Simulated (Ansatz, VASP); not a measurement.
## One calculation of Zn, two programs

Contents of INCAR:

```
SYSTEM = Zn
PREC = Accurate
ENCUT = 520
EDIFF = 1E-6
ISMEAR = -1
SIGMA = 0.03
LREAL = .FALSE.
LASPH = .TRUE.
NELM = 100
ALGO = Fast
ISIF = 2
LWAVE = .FALSE.
LCHARG = .FALSE.
GGA = PE
NBANDS = 19
```

KPOINTS

```
Automatic mesh
0
G
  18 18 8
  0 0 0
```

Contents of POSCAR:

```
Zn
1.0
    2.6647980532      0.0000000000      0.0000000000
   -1.3323990266      2.3077828100      0.0000000000
    0.0000000000      0.0000000000      4.9467000000
Zn
2
Direct
    0.3333333333      0.6666666667      0.2904309944
    0.6666666667      0.3333333333      0.7500000000
```

Input for Ansatz:

```yaml
crystal:
  lattice:
    - [2.6647980532, 0.0, 0.0]
    - [-1.3323990266, 2.30778281, 0.0]
    - [0.0, 0.0, 4.9467]
  atoms:
    - { symbol: Zn, position: [0.3333333333, 0.6666666667, 0.2904309944] }
    - { symbol: Zn, position: [0.6666666667, 0.3333333333, 0.75] }
kpoints:
  mp_grid: { grid: [18, 18, 8] }
scf:
  occupations: { method: fermi_dirac, width: 0.03 }
hamiltonian:
  xc: pbe
  pseudopotentials: { kind: all_electron, lapw: { basis_error: 0.00025 } }
output:
  forces: true
  stress: true
  eigenvalues: true
```

Alike in both runs: task single point; functional PBE; k mesh 18 × 18 × 8; occupations fermi-dirac, width 0.03 eV; no spin polarisation.

```csv
,VASP,Ansatz
version,VASP 6.6.1,Ansatz 0.2.0
potentials or method,"VASP PAW PBE potentials, release 64 (Zn)","all-electron LAPW, scalar-relativistic"
plane-wave cutoff (eV),520,see its input
```

|  | VASP | Ansatz | Ansatz less VASP |
| --- | --- | --- | --- |
| pressure (GPa) | 1.2 | 0.7 | -0.46 |
| largest component of the traceless stress (GPa) | 1.35 | 1.45 | +0.100 |
| rms of the force components (eV/Å) | 0.286 | 0.281 | -0.0054 |

Atom by atom the forces differ by 0.005 eV/Å (rms over components). Ansatz ran all-electron here, so the differences hold the error of VASP's frozen core and of both bases.
